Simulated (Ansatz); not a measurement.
**Ta (Fm-3m)**

Method: DFT r2SCAN, scalar-relativistic, plane waves, PAW (Ansatz).

Plane waves to 500 eV, a k mesh through Γ of 18×18×18 on the computed 1-atom cell and Gaussian smearing (0.10 eV); no spin polarisation.

The structure is relaxed at this level of theory with its symmetry kept. This fcc form isn't the element's structure at ambient conditions.

```xyz
1
Lattice="0.0000 2.1039 2.1039 2.1039 0.0000 2.1039 2.1039 2.1039 0.0000" Properties=species:S:1:pos:R:3 pbc="T T T"
Ta    0.0000    0.0000    0.0000
```

| Property | Result |
| --- | --- |
| Space group | Fm-3m (No. 225) |
| Volume per atom | 18.63 Å³ |
| Formation energy from the elements' standard states (uncorrected) | +0.244 eV/atom |
| Generalised Kohn–Sham band gap | none (metal) |
| Density of states at the Fermi level | 1.09 states/eV per cell |
| Löwdin character within 0.5 eV of the Fermi level | Ta 5d 84 %, Ta 6s 7 %, unprojected 7 % |
| Bulk modulus | 200 GPa |
| Its pressure derivative | 3.6 |
| Bader charges (e) | Ta (1 in the cell) 0.00 |

Spin-orbit coupling is left out, which matters for the bands of heavy elements.